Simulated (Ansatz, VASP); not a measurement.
Given: the input of a run of Ansatz 0.2.0 on GaP.

Contents of input.yaml:

```yaml
crystal:
  lattice:
    - [0.0, 2.72525, 2.72525]
    - [2.72525, 0.0, 2.72525]
    - [2.72525, 2.72525, 0.0]
  atoms:
    - { symbol: Ga, position: [0.0, 0.0, 0.0] }
    - { symbol: P, position: [0.75, 0.75, 0.75] }
kpoints:
  mp_grid: { grid: [8, 8, 8] }
scf:
  occupations: { method: fermi_dirac, width: 0.05 }
hamiltonian:
  xc: blyp
  dispersion: d3bj
  pseudopotentials: { kind: all_electron, lapw: { basis_error: 0.001 } }
output:
  forces: true
  stress: true
relax:
  f_tol: 0.005
  max_steps: 60
  cell: {}
```

Potentials or basis: all-electron LAPW, scalar-relativistic.

The run is started by

```console
$ ansatz run input.yaml --threads 1 --pin off --max-ram 3072MiB --backend cpu --events-out ev --progress --plain --runs-dir out
```

Set up the same calculation for VASP 6.6.1. Potentials there: VASP PAW PBE potentials, release 64 (Ga_d, P).

As run (the cutoff follows the program's own potentials):

Contents of INCAR:

```
  PREC = Accurate
  ENCUT = 600
  EDIFF = 1E-7
  ISMEAR = -1
  SIGMA = 0.05
  LREAL = False
  LASPH = True
  NELM = 60
  ALGO = Normal
  ISIF = 3
  LWAVE = False
  LCHARG = False
  GGA = B5
  ALDAX = 1.0
  AGGAX = 1.0
  AGGAC = 1.0
  ALDAC = 0.0
  IVDW = 12
  VDW_S6 = 1.0
  VDW_S8 = 2.6996
  VDW_A1 = 0.4298
  VDW_A2 = 4.2359
  IBRION = 2
  NSW = 80
  EDIFFG = -0.005
```

The input KPOINTS:

```
regular mesh
0
Gamma
  8 8 8
```

The input POSCAR:

```
GaP
1.0
    0.0000000000      2.7252500000      2.7252500000
    2.7252500000      0.0000000000      2.7252500000
    2.7252500000      2.7252500000      0.0000000000
Ga P
1 1
Direct
    0.0000000000      0.0000000000      0.0000000000
    0.7500000000      0.7500000000      0.7500000000
```

Potentials or basis: VASP PAW PBE potentials, release 64 (Ga_d, P).

Launch:

```bash
$ cat potpaw_PBE.64/Ga_d/POTCAR potpaw_PBE.64/P/POTCAR > POTCAR
$ mpirun -np 1 vasp_std > vasp.out
```

Both were run:

|  | VASP | Ansatz | Ansatz less VASP |
| --- | --- | --- | --- |
| relaxed volume (Å³/atom) | 20.27 | 20.24 | -0.034 |
| relaxed cell length with the largest relative difference (Å) | 3.856 | 3.854 | -0.0022 |

Ansatz ran all-electron here, so the differences hold the error of VASP's frozen core and of both bases.

Caveats: the PAW data sets were made with another functional, which shifts forces and pressure a little (VASP). A k mesh can miss the band edges.
